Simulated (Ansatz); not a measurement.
KTaO3:

```xyz
5
Lattice="3.9883 0.0000 0.0000 0.0000 3.9883 0.0000 0.0000 0.0000 3.9883" Properties=species:S:1:pos:R:3 pbc="T T T"
Ta    0.0000    0.0000    0.0000
K     1.9942    1.9942    1.9942
O     0.0000    0.0000    1.9942
O     0.0000    1.9942    0.0000
O     1.9942    0.0000    0.0000
```

```yaml
Program: Ansatz 0.2.0
Task: single point
Functional: PBEsol
Potentials_or_basis: all-electron LAPW, scalar-relativistic
Cutoff: 467 eV (chosen from the basis error)
Basis_error_allowed: 0.001 eV/atom
k_mesh: 7 × 7 × 7
Occupations: fermi-dirac, width 0.05 eV
Spin: no spin polarisation
```

On this cell: pressure -0.4 GPa; largest force zero by symmetry; band gap on the k mesh 2.20 eV, indirect (least direct gap 2.74 eV).

The same run follows on a disturbed copy (atoms moved at random, drawn with an rms of 0.05 Å):

```
Ta K O
1.0
     3.98830    0.00000    0.00000
     0.00000    3.98830    0.00000
     0.00000    0.00000    3.98830
Ta K O
1 1 3
Direct
  0.99121 0.00637 0.98683
  0.50867 0.49778 0.52255
  0.99651 0.00103 0.48991
  0.00047 0.50424 0.00177
  0.49541 0.00732 0.99587
```

Task: What changes?

Result: The energy moves by +10.0 meV/atom; pressure -0.3 GPa; largest force 0.564 eV/Å; band gap on the k mesh 2.20 eV, indirect (least direct gap 2.75 eV).

Forces on the atoms (eV/Å):
```
Ta   0.148 -0.076  0.302
K   -0.234  0.123 -0.497
O   -0.010  0.038  0.460
O   -0.069 -0.022 -0.179
O    0.165 -0.063 -0.085
```

Stress tensor (GPa, compression positive):
```
-0.16 -0.06  0.23
-0.06 -0.27 -0.18
 0.23 -0.18 -0.35
```

Caveats: spin-orbit coupling is left out, which moves the levels of the heavy elements; an odd mesh through Γ misses points on the zone boundary, where band edges often lie.
